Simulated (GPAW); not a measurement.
Runs of GPAW 26.7.0 on CuO. Symmetry: Cccm, No. 66, orthorhombic system. The conventional cell has a = 3.982 Å, b = 4.307 Å, c = 5.156 Å, α = 90.00°, β = 90.00°, γ = 90.00°. Around Cu (site symmetry 2/m) lie 4 O at 1.95 Å. O (site symmetry 222) is surrounded by 4 Cu at 1.95 Å. Measurements of this composition are mostly on another form, of space group No. 15.

| level | gap on the mesh (eV) | pressure (GPa) | relaxed volume (Å³/atom) |
| --- | --- | --- | --- |
| PBEsol+D4 | none | 0.0 | 10.63 |
| PBEsol | none | 0.0 | 10.81 |
| PBEsol+D3(BJ)+ATM | none | 0.0 | (b) |
| PBEsol+D3 | none | 0.1 | (a) |
| PBEsol+D3(BJ) | none | 0.0 | 10.56 |

Alike in all rows: task relaxation of cell and atoms; potentials or basis PAW data sets generated in the run's folder for this functional, pw; no spin polarisation; cell relaxed; k mesh 6 × 6 × 4; cutoff (eV) 800; smearing fermi-dirac 0.05 eV.

Question: Fill in the values left out.

Answer: (a) 10.64; (b) 10.60.

Caveats: with this Cu data set, volumes or pressures lay over 1.5 % or 2 GPa off other programs in two to four cells of ten; later steps reuse the first step's grids; the run has no spin polarisation, though such a crystal can be magnetic; semilocal functionals often make such compounds metallic where correlation or magnetic order opens a gap, which also shifts bond lengths; pairwise dispersion overbinds metals, which lowers pressure and volume (some runs).

A gap of «none» marks a metal or a gap under the smearing width.
